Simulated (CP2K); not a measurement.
Crystal: Au.

```
Au
1.0
     2.90000    0.00000    0.00000
    -1.45000    2.51147    0.00000
     0.00000    0.00000    4.88000
Au
2
Direct
  0.66667 0.33333 0.25000
  0.33333 0.66667 0.75000
```

This isn't the form of Au at room conditions, which is fcc.

Base run:

| Item | Value |
| --- | --- |
| Program | CP2K 2026.2 |
| Functional | PBEsol |
| Potentials or basis | POTENTIAL_UZH Au GTH-PBE-q11; TZVP-MOLOPT-PBE-GTH basis |
| Density cutoff | 9524 eV |
| k mesh | 11 × 11 × 6 |
| Occupations | fermi-dirac, width 0.05 eV |
| Spin | no spin polarisation |

Its results: band gap on the k mesh none (metal or under the smearing width); pressure -0.9 GPa.

Question: After a change of settings the same cell gave: band gap on the k mesh none (metal or under the smearing width); pressure 1.5 GPa. Which change was it?
A. functional from PBEsol to PBE
B. functional from PBEsol to LDA
C. functional from PBEsol to TASK
D. functional from PBEsol to vdW-DF-cx

Answer: D.

Caveats: the potentials were made for another functional, which shifts forces and pressure; the basis of atomic orbitals isn't converged, which shifts pressures, moduli and gaps.
